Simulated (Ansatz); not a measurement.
Runs of Ansatz 0.2.0 on In. The structure is tetragonal, space group I4/mmm (No. 139). The conventional cell has a = 3.251 Å, b = 3.251 Å, c = 4.947 Å, α = 90.00°, β = 90.00°, γ = 90.00°. Around In (site symmetry 4/mmm) lie 12 In at 3.25 to 3.38 Å. 

| task | level | cell | cutoff (eV) | points for each segment of the path | gap on the mesh (eV) | pressure (GPa) | relaxed volume (Å³/atom) |
| --- | --- | --- | --- | --- | --- | --- | --- |
| single point | r2SCAN0 | as given | 500 | - | none | -1.5 | - |
| relaxation of cell and atoms | B3LYP | relaxed | 420 | - | none | 0.0 | (a) |
| single point | B3LYP | as given | 420 | - | none | 4.1 | - |
| relaxation of cell and atoms | HF | relaxed | 420 | - | none | 0.0 | (c) |
| single point | r2SCAN50 | as given | 500 | - | none | -2.1 | - |
| single point | r2SCANh | as given | 500 | - | none | -1.1 | - |
| single point | HF | as given | 420 | - | none | (b) | - |
| band structure | HSE06 | as given | 420 | 4 | none | 0.1 | - |

Alike in all rows: potentials or basis Ansatz PAW; no spin polarisation; k mesh 6 × 6 × 6; smearing fermi-dirac 0.05 eV; the mesh is coarse, so values aren't converged.

Fill in the values left out.

(a) 28.89; (b) 6.2; (c) 30.09.

Caveats: all runs use coarse meshes; the PAW data sets come from PBE, with cores solved anew for the run's functional, which leaves a small shift of forces and pressure; the thresholds are loose for stress (some runs); the plane-wave basis is chosen anew once the cell has moved, so the energies of steps on either side of that aren't comparable (some runs); the volume moved by +11 % from the deposited cell, more than functionals usually miss (some runs); the volume moved by over 15 % at a fixed basis, so the end points are rough (some runs); the volume moved by +15 % from the deposited cell, more than functionals usually miss (some runs); spin-orbit coupling is left out, which moves the levels of the heavy elements (some runs).

A k mesh can miss the band edges, and the runs leave out spin-orbit coupling on In.

A gap of «none» marks a metal or a gap under the smearing width.
